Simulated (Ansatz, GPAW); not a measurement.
This is a calculation of Ru (Ruthenium) for GPAW 26.7.0 (ASE script). 

The input run.py:

```python
from ase.dft.bandgap import bandgap
from ase.io import read, write
from ase.units import GPa
from gpaw import GPAW, PW

atoms = read('POSCAR')

calc = GPAW(mode=PW(600),
            xc='PBE',
            kpts={'size': (11, 11, 6), 'gamma': True},
            occupations={'name': 'methfessel-paxton', 'order': 0, 'width': 0.023},
            nbands=29,
            convergence={'density': 1e-05, 'energy': 1e-05},
            maxiter=150,
            txt='gpaw.txt')
atoms.calc = calc
energy = atoms.get_potential_energy()
forces = atoms.get_forces()
stress = atoms.get_stress()
calc.write('gs.gpw')
write('result.traj', atoms)
print(f'Energy: {energy:.6f} eV')
print('Forces (eV/A):')
print(forces.round(4))
print('Stress (GPa):', (stress / GPa).round(3))
print('Fermi level:', round(calc.get_fermi_level(), 4), 'eV')
print(f'Gap: {bandgap(calc)[0]:.4f} eV, direct: {bandgap(calc, direct=True)[0]:.4f} eV')
```

The input POSCAR:

```
Ru
1.0
    2.7058000000      0.0000000000      0.0000000000
   -1.3529000000      2.3432915376      0.0000000000
    0.0000000000      0.0000000000      4.2819000000
Ru
2
Direct
    0.6666666667      0.3333333333      0.7500000000
    0.3333333333      0.6666666667      0.2500000000
```

Potentials or basis: GPAW PAW data sets (gpaw-data 1.2.1), pw.

Command:

```sh
$ OMP_NUM_THREADS=1 python run.py
```

Task: What does the same run look like in Ansatz 0.2.0? Potentials or basis there: all-electron LAPW, scalar-relativistic.

Result: As run (cutoffs and basis follow the program's own potentials, and thresholds, step limits or extra output files can differ):

File input.yaml:

```yaml
crystal:
  lattice:
    - [2.7058, 0.0, 0.0]
    - [-1.3529, 2.3432915376, 0.0]
    - [0.0, 0.0, 4.2819]
  atoms:
    - { symbol: Ru, position: [0.6666666667, 0.3333333333, 0.75] }
    - { symbol: Ru, position: [0.3333333333, 0.6666666667, 0.25] }
kpoints:
  mp_grid: { grid: [11, 11, 6] }
scf:
  occupations: { method: gaussian, width: 0.023 }
hamiltonian:
  xc: pbe
  pseudopotentials: { kind: all_electron, lapw: { basis_error: 0.001 } }
output:
  forces: true
  stress: true
  eigenvalues: true
```

Potentials or basis: all-electron LAPW, scalar-relativistic.

Run with:

```sh
$ ansatz run input.yaml --threads 1 --pin off --max-ram 3072MiB --backend cpu --events-out ev --progress --plain --runs-dir out
```

Both were run:

|  | GPAW | Ansatz |
| --- | --- | --- |
| Pressure | 3.6 GPa | 4.4 GPa |

Where Ansatz's input types no cutoff or centring, it takes its own default and a Γ-centred mesh.

Pressure is positive in compression.
